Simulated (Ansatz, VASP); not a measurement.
## One calculation of Re, two programs

```
Re
1.0
     2.76080    0.00000    0.00000
    -1.38040    2.39092    0.00000
     0.00000    0.00000    4.45820
Re
2
Direct
  0.66667 0.33333 0.75000
  0.33333 0.66667 0.25000
```

Alike in both runs: functional RPBE; k mesh 11 × 11 × 6; occupations fermi-dirac, width 0.05 eV; no spin polarisation.

|  | VASP | Ansatz |
| --- | --- | --- |
| version | VASP 6.6.1 | Ansatz 0.2.0 |
| potentials or method | VASP PAW PBE potentials, release 64 (Re), cutoff 520 eV | all-electron LAPW, scalar-relativistic |
| task | single point | band structure |

|  | VASP | Ansatz | Ansatz less VASP |
| --- | --- | --- | --- |
| gap on the k mesh at the Fermi level (eV) | none | none | - |
| pressure (GPa) | 9.4 | 10.0 | +0.63 |
| largest component of the traceless stress (GPa) | 0.23 | 0.39 | +0.158 |

A gap of «none» marks a metal or a gap that the smearing closes. Ansatz ran all-electron here, so the differences hold the error of VASP's frozen core and of both bases.

Caveats: the PAW data sets were made with another functional, which shifts forces and pressure a little (VASP); spin-orbit coupling is left out, which moves the levels of the heavy elements (Ansatz). Spin-orbit coupling is left out, which matters for the levels of Re.
